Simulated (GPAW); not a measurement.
**Al: band structure with revTPSS**

Crystal: Al.

```xyz
1
Lattice="2.8635 0.0000 0.0000 1.4318 2.4799 0.0000 1.4318 0.8266 2.3380" Properties=species:S:1:pos:R:3 pbc="T T T"
Al    0.0000    0.0000    0.0000
```

```yaml
Program: GPAW 26.7.0
Task: band structure
Functional: revTPSS
Potentials_or_basis: GPAW PAW data sets (gpaw-data 1.2.1)
Cutoff: 600 eV
Basis: pw
k_mesh: 11 × 11 × 11
Occupations: fermi-dirac, width 0.05 eV
Spin: no spin polarisation
Eigensolver: davidson
Maxiter: 150
Band_path: GXWKGLUWLK,UX
Band_points: 60
```

```yaml
Pressure: -2.0 GPa
Band_gap_along_the_path: none (metal or under the smearing width)
```

Levels at the corners of the path, in eV from the Fermi level:
```tsv
point	band 1	band 2	band 3	band 4	band 5
Γ	-11.13	12.58	12.58	12.58	14.18
X	-2.94	-1.61	5.21	5.61	5.61
W	-0.86	-0.86	0.14	1.14	15.83
K	-1.90	-1.38	-0.39	6.58	8.19
Γ	-11.13	12.58	12.58	12.58	14.18
L	-4.61	-4.37	11.40	11.40	11.48
U	-1.90	-1.38	-0.39	6.58	8.19
W	-0.86	-0.86	0.14	1.14	15.83
L	-4.61	-4.37	11.40	11.40	11.48
K	-1.90	-1.38	-0.39	6.58	8.19
U	-1.90	-1.38	-0.39	6.58	8.19
X	-2.94	-1.61	5.21	5.61	5.61
```

Wall time 33 s on 1 thread of Intel(R) Xeon(R) Platinum 8488C (Sapphire Rapids), on a shared host, peak memory 0.18 GiB.

Caveat: the PAW data sets were made with another functional, which shifts forces and pressure a little.
